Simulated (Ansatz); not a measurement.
# ZnS (Wurtzite-2H) (P6_3mc) in Ansatz: notebook

One crystal, ZnS (Wurtzite-2H), is run at these levels: PBE; tasks: phonons, elastic constants.

Program: Ansatz 0.2.0. These are calculated values, not measurements. Logs are shortened: lines on timing, memory, paths and dates and some standing lists are left out, and cuts for length are marked.

**What was measured.**

A printed reference work, monograph reports, for a bulk crystal of ZnS at 4 K: band gap 3.911 eV (direct).

How close the calculation comes is told below.

**1. The crystal as given**

It takes space group P6_3mc (No. 186, hexagonal). The conventional cell has a = 3.811 Å, b = 3.811 Å, c = 6.234 Å, α = 90.00°, β = 90.00°, γ = 120.00°. Around Zn (site symmetry 3m) lie 4 S at 2.31 to 2.40 Å. S (site symmetry 3m) is surrounded by 4 Zn at 2.31 to 2.40 Å.

**2. Phonons, PBE**

Contents of input.yaml:

```yaml
crystal:
  lattice:
    - [3.811, 0.0, 0.0]
    - [-1.9055, 3.3004228138, 0.0]
    - [0.0, 0.0, 6.234]
  atoms:
    - { symbol: Zn, position: [0.6666666667, 0.3333333333, 0.5] }
    - { symbol: Zn, position: [0.3333333333, 0.6666666667, 0.0] }
    - { symbol: S, position: [0.6666666667, 0.3333333333, 0.885] }
    - { symbol: S, position: [0.3333333333, 0.6666666667, 0.385] }
kpoints:
  mp_grid: { grid: [8, 8, 5] }
scf:
  occupations: { method: fermi_dirac, width: 0.05 }
hamiltonian:
  xc: pbe
  pseudopotentials: { kind: all_electron, lapw: { basis_error: 0.002 } }
output: {}
phonons:
  method: fd
  supercell: [1, 1, 1]
```

Potentials or basis: all-electron LAPW, scalar-relativistic.

Launch:

```
$ ansatz run input.yaml --threads 2 --pin off --max-ram 6144MiB --backend cpu --events-out ev --progress --plain --runs-dir out
```

The program printed:

```text
Warning: RAYON_NUM_THREADS=2 ignored (pool sized by the plan → 2); use --threads N
LAPW: plane waves up to 8.656 Å⁻¹, error target 2.0e-3 eV per atom; small_component_spin mean_spin; S in spheres of 0.994 Å, 14 of its electrons in bands, Dirac shells []; Zn in spheres of 1.250 Å, 20 of its electrons in bands, Dirac shells [] (how accurate: hamiltonian.pseudopotentials.lapw.basis_error, Limitations)
Engine: ansatz 0.2.0, x86_64-unknown-linux-gnu
Pseudopotentials: kind: all_electron
Pseudopotential: Zn, LAPW, valence charge 20, lapw/all_electron/scalar/gaussian/Zn, Koelling and Harmon's equation, gaussian nucleus
Pseudopotential: S, LAPW, valence charge 14, lapw/all_electron/scalar/gaussian/S, Koelling and Harmon's equation, gaussian nucleus
Functional definition: PBE
  parameter kappa = 0.804
  parameter beta = 0.06672455060314922
  exchange = pbe_x(kappa = kappa, mu = beta*pi^2/3)
  correlation = pbe_c(beta = beta)
Crystal: 4 atoms, lattice volume = 78.411 Å³
Basis set: ecut = 285.49259422447074 eV, 845 PW (Γ), exchange–correlation at level 2
Bands: 41, of which v1, the nominal top of the filled ones, is band 34 counted from 1 (33 counted from 0)
Symmetry: 12 space group operations
k-points: 30 of 320 (time reversal used)
Non-local potential: Zn, projectors of the file, none
Non-local potential: S, projectors of the file, none
Initial density: superposition of atomic densities (chi_scale 0.1, normalization cell, long waves kept (reshape's long-wave potential 0.00 eV rms))
Initial wavefunctions: plane waves of lowest kinetic energy (no species holds an atomic orbital)
Functional: x = pbe(κ = 0.804, μ = 0.2195149727645171), c = pbe(β = 0.06672455060314922)
iter 1 solved again at ethr=3.21e-3 eV; its pass at ethr=1.00e-1 eV (dr2=2.18e0 eV) is discarded
SCF iter   1: F=—  HF=-119475.486699 eV  |F-HF|=—  |Δ(HF+E_count)|=         —  Δρ=4.14e-2  dr2=2.19e0  ethr=3.21e-3  ⟨swp⟩=2.0  Hψ=8313  notcnv=0
preconditioner: auto → Resta (q_TF=auto, 2.664 Å⁻¹)  ε∞=6.0  [insulator: Δε(μ)=2.493 eV  Ē_g=11.275 eV  σ=0.050 eV  W_gap=1.00  n_scr=22 (ndim 8)  ℏωp=25.2 eV  f_vac=0.102  D(μ)=0.00/eV (n_scr^D=0)  ε∞_Penn≈6.0]
SCF iter   2: F=—  HF=-119474.792343 eV  |F-HF|=—  |Δ(HF+E_count)|=   6.94e-1  Δρ=1.90e-2  dr2=4.08e-1  ethr=3.21e-3  ⟨swp⟩=2.7  Hψ=3606  notcnv=0
SCF iter   3: F=—  HF=-119474.693208 eV  |F-HF|=—  |Δ(HF+E_count)|=   9.91e-2  Δρ=1.28e-2  dr2=1.87e-1  ethr=5.99e-4  ⟨swp⟩=2.0  Hψ=3570  notcnv=0
SCF iter   4: F=—  HF=-119474.613781 eV  |F-HF|=—  |Δ(HF+E_count)|=   7.94e-2  Δρ=5.49e-3  dr2=2.68e-2  ethr=2.75e-4  ⟨swp⟩=2.0  Hψ=3571  notcnv=0  defer=1
iter 5 solved again at ethr=2.03e-6 eV; its pass at ethr=3.94e-5 eV (dr2=1.38e-3 eV) is discarded
SCF iter   5: F=—  HF=-119474.620912 eV  |F-HF|=—  |Δ(HF+E_count)|=         —  Δρ=1.18e-3  dr2=1.37e-3  ethr=2.03e-6  ⟨swp⟩=2.0  Hψ=6090  notcnv=0
the basis was enlarged: its passes take 71.5 KiB over the memory plan, 2 of 2 planned eigensolver slots
SCF iter   6: F=—  HF=-119474.622575 eV  |F-HF|=—  |Δ(HF+E_count)|=   1.66e-3  Δρ=4.04e-4  dr2=2.02e-4  ethr=2.02e-6  ⟨swp⟩=3.0  Hψ=3517  notcnv=0
SCF iter   7: F=—  HF=-119474.623024 eV  |F-HF|=—  |Δ(HF+E_count)|=   4.49e-4  Δρ=9.20e-5  dr2=1.07e-5  ethr=2.97e-7  ⟨swp⟩=3.0  Hψ=3729  notcnv=0
SCF iter   8: F=—  HF=-119474.623051 eV  |F-HF|=—  |Δ(HF+E_count)|=   2.71e-5  Δρ=2.57e-5  dr2=7.53e-7  ethr=1.57e-8  ⟨swp⟩=3.0  Hψ=3726  notcnv=0
SCF iter   9: F=—  HF=-119474.623052 eV  |F-HF|=—  |Δ(HF+E_count)|=   7.73e-7  Δρ=5.86e-6  dr2=3.76e-8  ethr=1.11e-9  ⟨swp⟩=3.0  Hψ=3712  notcnv=0
SCF iter  10: F=—  HF=-119474.623052 eV  |F-HF|=—  |Δ(HF+E_count)|=   8.22e-9  Δρ=1.59e-6  dr2=2.77e-9  ethr=5.53e-11  ⟨swp⟩=3.0  Hψ=3542  notcnv=0
[... 30 lines left out ...]
SCF 3 converged in 8 iterations: F = -119474.620883 eV  dr2 = 4.75e-10
iter 1 solved again at ethr=4.15e-7 eV; its pass at ethr=1.00e-1 eV (dr2=2.82e-4 eV) is discarded
SCF iter   1: F=—  HF=-119474.620910 eV  |F-HF|=—  |Δ(HF+E_count)|=         —  Δρ=4.25e-4  dr2=2.74e-4  ethr=4.15e-7  ⟨swp⟩=4.3  Hψ=32298  notcnv=0
preconditioner: auto → Resta (q_TF=auto, 2.664 Å⁻¹)  ε∞=5.5  [insulator: Δε(μ)=2.249 eV  Ē_g=11.859 eV  σ=0.050 eV  W_gap=1.00  n_scr=22 (ndim 8)  ℏωp=25.2 eV  f_vac=0.162  D(μ)=0.00/eV (n_scr^D=0)  ε∞_Penn≈5.5]
[... 4 lines left out ...]
SCF iter   5: F=—  HF=-119474.620828 eV  |F-HF|=—  |Δ(HF+E_count)|=   8.46e-7  Δρ=1.81e-5  dr2=3.34e-7  ethr=2.22e-9  ⟨swp⟩=2.0  Hψ=10416  notcnv=0
SCF iter   6: F=—  HF=-119474.620828 eV  |F-HF|=—  |Δ(HF+E_count)|=   6.47e-8  Δρ=4.81e-6  dr2=2.55e-8  ethr=4.91e-10  ⟨swp⟩=3.0  Hψ=10681  notcnv=0
SCF iter   7: F=—  HF=-119474.620828 eV  |F-HF|=—  |Δ(HF+E_count)|=   8.29e-9  Δρ=1.04e-6  dr2=1.28e-9  ethr=3.75e-11  ⟨swp⟩=3.0  Hψ=10973  notcnv=0
SCF iter   8: F=-119474.620828 eV  HF=-119474.620828 eV  |F-HF|=4.95e-10  |Δ(HF+E_count)|=   1.82e-9  Δρ=6.08e-7  dr2=3.59e-10  ethr=4.99e-12 (applied; sched 1.88e-12)  ⟨swp⟩=2.3  Hψ=10443  notcnv=0
SCF 4 converged in 8 iterations: F = -119474.620828 eV  dr2 = 3.59e-10
iter 1 solved again at ethr=4.16e-7 eV; its pass at ethr=1.00e-1 eV (dr2=2.83e-4 eV) is discarded
SCF iter   1: F=—  HF=-119474.624603 eV  |F-HF|=—  |Δ(HF+E_count)|=         —  Δρ=4.22e-4  dr2=2.70e-4  ethr=4.16e-7  ⟨swp⟩=4.2  Hψ=32296  notcnv=0
preconditioner: auto → Resta (q_TF=auto, 2.664 Å⁻¹)  ε∞=5.5  [insulator: Δε(μ)=2.251 eV  Ē_g=11.859 eV  σ=0.050 eV  W_gap=1.00  n_scr=22 (ndim 8)  ℏωp=25.2 eV  f_vac=0.163  D(μ)=0.00/eV (n_scr^D=0)  ε∞_Penn≈5.5]
SCF iter   2: F=—  HF=-119474.624541 eV  |F-HF|=—  |Δ(HF+E_count)|=   6.21e-5  Δρ=2.30e-4  dr2=7.57e-5  ethr=3.98e-7  ⟨swp⟩=2.0  Hψ=10416  notcnv=0
iter 3 solved again at ethr=3.99e-9 eV; its pass at ethr=1.11e-7 eV (dr2=2.72e-6 eV) is discarded
SCF iter   3: F=—  HF=-119474.624526 eV  |F-HF|=—  |Δ(HF+E_count)|=   1.51e-5  Δρ=5.43e-5  dr2=2.71e-6  ethr=3.99e-9  ⟨swp⟩=2.0  Hψ=18573  notcnv=0
SCF iter   4: F=—  HF=-119474.624523 eV  |F-HF|=—  |Δ(HF+E_count)|=   2.24e-6  Δρ=3.73e-5  dr2=1.46e-6  ethr=3.99e-9  ⟨swp⟩=3.0  Hψ=11329  notcnv=0
SCF iter   5: F=—  HF=-119474.624522 eV  |F-HF|=—  |Δ(HF+E_count)|=   9.59e-7  Δρ=1.81e-5  dr2=3.43e-7  ethr=2.15e-9  ⟨swp⟩=2.0  Hψ=10416  notcnv=0
SCF iter   6: F=—  HF=-119474.624522 eV  |F-HF|=—  |Δ(HF+E_count)|=   1.07e-7  Δρ=5.09e-6  dr2=2.86e-8  ethr=5.05e-10  ⟨swp⟩=2.9  Hψ=10622  notcnv=0
SCF iter   7: F=—  HF=-119474.624522 eV  |F-HF|=—  |Δ(HF+E_count)|=   5.02e-9  Δρ=1.15e-6  dr2=1.58e-9  ethr=4.20e-11  ⟨swp⟩=3.0  Hψ=10959  notcnv=0
SCF iter   8: F=—  HF=-119474.624522 eV  |F-HF|=—  |Δ(HF+E_count)|=  7.28e-11  Δρ=6.16e-7  dr2=3.74e-10  ethr=5.04e-12 (applied; sched 2.32e-12)  ⟨swp⟩=2.9  Hψ=10550  notcnv=0
SCF iter   9: F=-119474.624522 eV  HF=-119474.624522 eV  |F-HF|=2.04e-10  |Δ(HF+E_count)|=  3.78e-10  Δρ=2.88e-7  dr2=7.90e-11  ethr=4.95e-12 (applied; sched 1.00e-12)  ⟨swp⟩=2.0  Hψ=10417  notcnv=0
SCF 5 converged in 9 iterations: F = -119474.624522 eV  dr2 = 7.90e-11
SCF converged after 11 iterations
Free energy (F): -119474.623052 eV
Harris-Foulkes:  -119474.623052 eV  (|F-HF|=2.62e-10)
Internal energy: -119474.623052 eV  (E = F + TS)
E sigma→0 (E₀):  -119474.623052 eV
Fermi energy:    8.559197 eV
--- Per-component energies (eV) ---
  E_band       = -3755.405914
  E_kinetic    = 121370.577185
  E_xc         = -5298.236798
  E_electrostatic = -235546.963438  (all electrons and nuclei)
  E_smearing   = -0.000000  (= −TS)
  E_closure    = 0.000000  (closes the sum)
  E_atoms      = -119460.994694  (free atoms, spherical and without spin; not in F)
  Σ components = -119474.623052   (vs F -119474.623052, Δ=0.00e0)
  Basis errors (estimates in eV, not in F): energy 8.7e-4 per atom: plane waves 8.0e-4 (4.9e-4 summed), levels above the bands 6.8e-57, relativity 2.7e-8, radial functions 6.9e-5, core shells 1.2e-10; eigenvalues (radial functions only) 9.9e-7; not estimated: angular momenta, meshes, grids; target (lapw.basis_error) 2.0e-3; muffin-tin radii S 0.994 Å, Zn 1.250 Å
--- Forces (eV/Å), atoms counted from 1 ---
  atom   1  Zn     0.00000000    -0.00000000     0.31928749
  atom   2  Zn    -0.00000000     0.00000000     0.31928749
  atom   3  S      0.00000000    -0.00000000    -0.31928722
  atom   4  S      0.00000000     0.00000000    -0.31928722
  max |Σ_I F_I| component: 5.41e-7 eV/Å
--- Band table (eV; the first three rows and the last of 30) ---
  k-point 0: bands = ["-197.2564", "-197.2564", "-142.0302", "-142.0302", "-142.0302", "-142.0302", "-142.0235", "-142.0235", "-117.4722", "-117.4722", "-71.6449", "-71.6447", "-71.6398", "-71.6398", "-71.6398", "-71.6398", "-5.7938", "-4.8705", "1.0338", "1.0338", "1.0982", "1.0982", "1.1072", "1.5146", "1.5146", "1.5945", "1.5945", "1.7543", "2.2373", "6.5431", "6.5431", "7.3885", "7.3885", "7.3996", "9.6501", "10.3947", "13.6787", "13.6787", "13.9834", "14.9866", "14.9866"]
  k-point 1: bands = ["-197.2564", "-197.2564", "-142.0302", "-142.0302", "-142.0302", "-142.0302", "-142.0235", "-142.0235", "-117.4722", "-117.4722", "-71.6448", "-71.6447", "-71.6398", "-71.6398", "-71.6398", "-71.6398", "-5.7178", "-4.9737", "1.0376", "1.0376", "1.0897", "1.0897", "1.1025", "1.4267", "1.5241", "1.5241", "1.5888", "1.5888", "2.8869", "6.6179", "6.6179", "6.6307", "7.3011", "7.3011", "10.3035", "10.5018", "13.7178", "13.7319", "13.7319", "14.7619", "14.7619"]
  k-point 2: bands = ["-197.2564", "-197.2564", "-142.0302", "-142.0302", "-142.0302", "-142.0302", "-142.0235", "-142.0235", "-117.4722", "-117.4722", "-71.6448", "-71.6447", "-71.6398", "-71.6398", "-71.6398", "-71.6398", "-5.5086", "-5.2261", "1.0499", "1.0499", "1.0697", "1.0697", "1.1098", "1.1895", "1.5471", "1.5471", "1.5719", "1.5719", "4.0029", "5.3113", "6.8192", "6.8192", "7.0797", "7.0797", "10.7791", "10.9268", "13.7732", "13.9349", "13.9349", "14.3142", "14.3142"]
  k-point 29: bands = ["-197.2564", "-197.2564", "-142.0302", "-142.0302", "-142.0302", "-142.0302", "-142.0235", "-142.0235", "-117.4722", "-117.4722", "-71.6448", "-71.6447", "-71.6400", "-71.6399", "-71.6399", "-71.6399", "-4.6359", "-4.5924", "1.1683", "1.2196", "1.2264", "1.2863", "1.4023", "1.4045", "1.5265", "1.5295", "1.8280", "1.8735", "2.5924", "2.7212", "4.2347", "4.7132", "5.9194", "6.1525", "11.8299", "12.1481", "13.4381", "13.8533", "14.5020", "15.0480", "16.8157"]
--- Phonons: 4 displaced members + reference (amplitude 0.01 Å, Σ member SCF iterations 34) ---
  symmetry images taken by strict's conditions (phonons.symmetry_images: auto; settled by no image being taken that strict refuses)
  ASR residual: 1.152e-3 → 0.000e0 eV/Å²; symmetrization residual: 1.125e-3 eV/Å²
  largest component of a force at the reference: 3.2e-1 eV/Å
  ASR residual per site (eV/Å²): 1.15e-3 1.15e-3 4.96e-4 4.96e-4
  Γ frequencies (cm⁻¹): 0.00 0.00 0.00 73.46 73.46 177.97 232.17 294.70 294.70 299.57 299.57 310.44
  density of states and harmonic sums: on the 19×19×10 q-mesh, interpolated from the force constants of a 1×1×1 supercell (no non-analytic term)
  largest difference from the sums on the solved wave vectors: F 4.08e-1 eV, S 6.67e-4 and C_V 2.58e-4 eV/K
  zero-point energy: 0.149065 eV/cell   skipped modes (ω ≤ 0): 3   left out of the sums: 6.93e-5 of the cell's modes: C_V's classical limit lies that fraction below 3 k_B per atom; for a crystal, a wire or a layer, F and S can be off by more, and a phonons.interpolated_qmesh denser along its periods is the remedy for the sampling
```

Run time: 8 min. Hardware: 2 threads of Intel Xeon at 2.50GHz (Skylake/Cascade Lake), shared host; peak memory 0.7 GiB.

What came out:

```
Free energy                                             : -119474.6231 eV
Largest force                                           : 0.319 eV/Å
Band gap on the k mesh                                  : 2.25 eV, direct
Highest phonon frequency at Γ, LO-TO splitting left out : 310 cm⁻¹
```

Forces in eV/Å, atoms in the order of the input:
```
Zn   0.000  0.000  0.319
Zn   0.000  0.000  0.319
S    0.000  0.000 -0.319
S    0.000  0.000 -0.319
```

Levels at points of the mesh, in eV from the valence-band top:
```tsv
k point	band 30	band 31	band 32	band 33	band 34	band 35	band 36	band 37	band 38	band 39
(0.00, 0.00, 0.00)	-0.86	-0.86	-0.01	-0.01	0.00	2.25	3.00	6.28	6.28	6.58
(0.00, -0.50, 0.00)	-4.21	-3.15	-2.25	-1.56	-0.98	3.61	4.26	5.17	7.11	7.40
```

Phonon frequencies in cm⁻¹ (negative: imaginary):
```tsv
q point	frequencies
(0.000, 0.000, 0.000)	0 0 0 73 73 178 232 295 295 300 300 310
```

**3. Elastic constants, PBE**

input.yaml, as its differences from that of step 2:

```diff
@@ -11,3 +11,3 @@
 kpoints:
-  mp_grid: { grid: [8, 8, 5] }
+  mp_grid: { grid: [6, 6, 4] }
 scf:
@@ -17,5 +17,7 @@
   pseudopotentials: { kind: all_electron, lapw: { basis_error: 0.002 } }
-output: {}
-phonons:
-  method: fd
-  supercell: [1, 1, 1]
+output:
+  forces: true
+  stress: true
+elastic:
+  mode: relaxed_ion
+  stencil: two_point
```

Potentials or basis: all-electron LAPW, scalar-relativistic.

Launch:

```
$ ansatz run input.yaml --threads 2 --pin off --max-ram 6144MiB --backend cpu --events-out ev --progress --plain --runs-dir out
```

The program printed:

```text
Warning: RAYON_NUM_THREADS=2 ignored (pool sized by the plan → 2); use --threads N
LAPW: plane waves up to 8.656 Å⁻¹, error target 2.0e-3 eV per atom; small_component_spin mean_spin; S in spheres of 0.994 Å, 14 of its electrons in bands, Dirac shells []; Zn in spheres of 1.250 Å, 20 of its electrons in bands, Dirac shells [] (how accurate: hamiltonian.pseudopotentials.lapw.basis_error, Limitations)
[... 9 set-up lines as earlier in the session ...]
[... 445 lines left out ...]
  C* (energy form; C + prestress term) asymmetry max|C*_kj − C*_jk| = 2.957e-5 GPa — a small one proves nothing (zero by symmetry where the batch's group is 432, −43m or m−3m); a large one is finite-difference/SCF noise where every solve meets its electron count
  moduli (Voigt/Reuss/Hill, GPa): K = 78.62/78.55/78.58   G = 33.44/32.05/32.75   E = 86.26   ν = 0.317
  mechanically stable: yes (min eigenvalue of sym C = 27.54 GPa)
  where every solve meets its electron count the energy-path curvature estimates C_jj along a normal strain and C_jj − ¼(σ⁰_aa + σ⁰_bb) along a shear (ab), closely only under elastic.basis: deformed
  strain η (Voigt 11):  stress-route row diagonal C_11 = 124.55 GPa, energy-path curvature d²(F+E_count)/dδ²/Ω₀ = 124.56 GPa
         δ    σ_11 (GPa)             F (eV)   n_scf  n_hpsi   n_pw
    -2.000e-3      -2.3440     -119474.6393776       2   12297    868   relax 5 steps, max|allowed force component| 9.73e-6 eV/Å
     2.000e-3      -1.8458     -119474.6434773       2   12404    868   relax 3 steps, max|allowed force component| 9.72e-8 eV/Å
  strain η (Voigt 33):  stress-route row diagonal C_33 = 147.15 GPa, energy-path curvature d²(F+E_count)/dδ²/Ω₀ = 147.16 GPa
         δ    σ_33 (GPa)             F (eV)   n_scf  n_hpsi   n_pw
    -2.000e-3      -2.6834     -119474.6390674       2    6618    868   relax 3 steps, max|allowed force component| 1.07e-6 eV/Å
     2.000e-3      -2.0948     -119474.6437433       2    6619    868   relax 3 steps, max|allowed force component| 1.60e-6 eV/Å
  strain η (Voigt 23):  stress-route row diagonal C_44 = 27.54 GPa, energy-path curvature d²(F+E_count)/dδ²/Ω₀ = 28.66 GPa
         δ    σ_23 (GPa)             F (eV)   n_scf  n_hpsi   n_pw
    -2.000e-3      -0.0551     -119474.6415213       2   14661    868   relax 3 steps, max|allowed force component| 5.03e-6 eV/Å
     2.000e-3       0.0551     -119474.6415213       2   14687    868   relax 3 steps, max|allowed force component| 2.02e-5 eV/Å
```

elastic.tsv:

```text
# convention: tension-positive GPa; Voigt order 11 22 33 23 13 12; engineering shear strains; stresses and constants hold the Pulay correction, whose part of sigma0, of c and of each member's stress the lines and columns named pulay_correction_..._gpa give (of c_energy it is that of c and, on the columns of strains 1 to 3, that of sigma0; of a layer's constants it is that of c in the plane, times a tenth of its plane spacing in ang); where a line pulay_correction_withheld stands none holds it
[... 16 lines left out ...]
6	0.0000000000e0	0.0000000000e0	0.0000000000e0	0.0000000000e0	0.0000000000e0	3.1930171263e1	-2.3161111831e-17	-2.3161111831e-17	-2.3161111831e-17	0.0000000000e0	0.0000000000e0	3.1930171263e1	nan	nan	nan	nan	nan	nan
```

Run time: 17 min. Hardware: 2 threads of Intel Xeon at 2.50GHz (Skylake/Cascade Lake), shared host; peak memory 0.54 GiB.

What came out:

```yaml
Free_energy: -119474.6415 eV
Pressure: 2.2 GPa
Band_gap_on_the_k_mesh: 2.22 eV, direct
Voigt_bulk_modulus: 79 GPa
```

Stress tensor (GPa, compression positive):
```
2.09 0.00 0.00
0.00 2.09 0.00
0.00 0.00 2.39
```

Elastic tensor in Voigt notation (GPa, in the Cartesian axes of the cell as first typed):
```
125  61  47   0   0   0
 61 125  47   0   0   0
 48  48 147   0   0   0
  0   0   0  28   0   0
  0   0   0   0  28   0
  0   0   0   0   0  32
```

**4. Comparison with measurements**

Step 2. Measured gap of ZnS: 3.911 eV (direct; 4 K; a printed reference work, monograph). This calculation gives 2.25 eV (-1.66 eV). The value is that of PBE, without temperature or zero-point motion. Semilocal functionals fall short of measured gaps as a rule.

Step 3. A measured gap of ZnS is 3.911 eV (direct; 4 K; a printed reference work, monograph); the calculated 2.22 eV misses it by -1.69 eV. The value is that of PBE, without temperature or zero-point motion. Semilocal functionals fall short of measured gaps as a rule.
